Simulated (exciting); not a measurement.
# YN under changes of volume

One of the cells (14.500 Å³/atom); the others are scaled copies at fixed shape and fractional positions:

```
Y N
1.0
     0.00000    2.43850    2.43850
     2.43850    0.00000    2.43850
     2.43850    2.43850    0.00000
Y N
1 1
Cartesian
  0.0000 0.0000 0.0000
  2.4385 2.4385 2.4385
```

| Item | Value |
| --- | --- |
| Program | exciting (release sodium) |
| Functional | PBE |
| Potentials or basis | all-electron LAPW+lo, shipped species files, valence relativity iora* |
| rgkmax | 7.5 |
| k mesh | 9 × 9 × 9 |
| Occupations | fermi-dirac, width 0.05 eV |
| Spin | no spin polarisation |

| volume (Å³/atom) | energy over the lowest point (meV/atom) | gap on the mesh (eV) |
| --- | --- | --- |
| 13.630 | ? | ? |
| 13.920 | 27.04 | 0.17 |
| 14.210 | 11.39 | 0.21 |
| 14.500 | 2.60 | 0.24 |
| 14.790 | 0.00 | 0.27 |
| 15.080 | 3.10 | 0.30 |
| 15.370 | 11.25 | 0.33 |

What does the run at 13.630 Å³/atom give?

Energy over the lowest point 50.43 meV/atom; gap on the mesh 0.13 eV.

Worked out: A Birch-Murnaghan fit of order 3 (a polynomial in V^(-2/3)) to the other rows has its minimum at 14.77 Å³/atom with B0 = V·E''(V) = 159 GPa and B' = 4.0. It gives 50.28 meV/atom at 13.630 Å³/atom, against the run's 50.43. A straight line through the other rows of the gap, of slope 1.59 eV per unit of ln V, extrapolates to 0.14 eV, against the run's 0.13.

Energies are extrapolated to zero smearing.

Caveats: an odd mesh through Γ misses points on the zone boundary, where band edges often lie. Spin-orbit coupling on Y is left out.
